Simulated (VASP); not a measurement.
Runs of VASP 6.6.1 on Si24H10C. The cell holds a slab with vacuum, 70 atoms: a = 10.862 Å, b = 10.862 Å, c = 23.428 Å, α = 90.00°, β = 90.00°, γ = 90.00°. The cell was built by a generator and needn't be a form met in nature.

```tsv
task	level	cell	gap on the mesh (eV)	largest force (eV/Å)
single point	RPBE+D3(BJ)	as given	0.57	0.52
relaxation of the atoms	PBE+D3(BJ)	atoms relaxed	0.54	-
single point	RPBE	as given	0.57	(a)
single point	PBE	as given	0.54	0.37
```

Alike in all rows: potentials or basis VASP PAW PBE potentials, release 64 (Si, H, C); no spin polarisation; k mesh 1 × 1 × 1; cutoff (eV) 400; smearing gaussian 0.05 eV.

**Question.** Fill in the values left out.

**Answer.** (a) 0.43.

Caveats: the PAW data sets were made with another functional, which shifts forces and pressure a little (some runs).

A k mesh can miss the band edges.
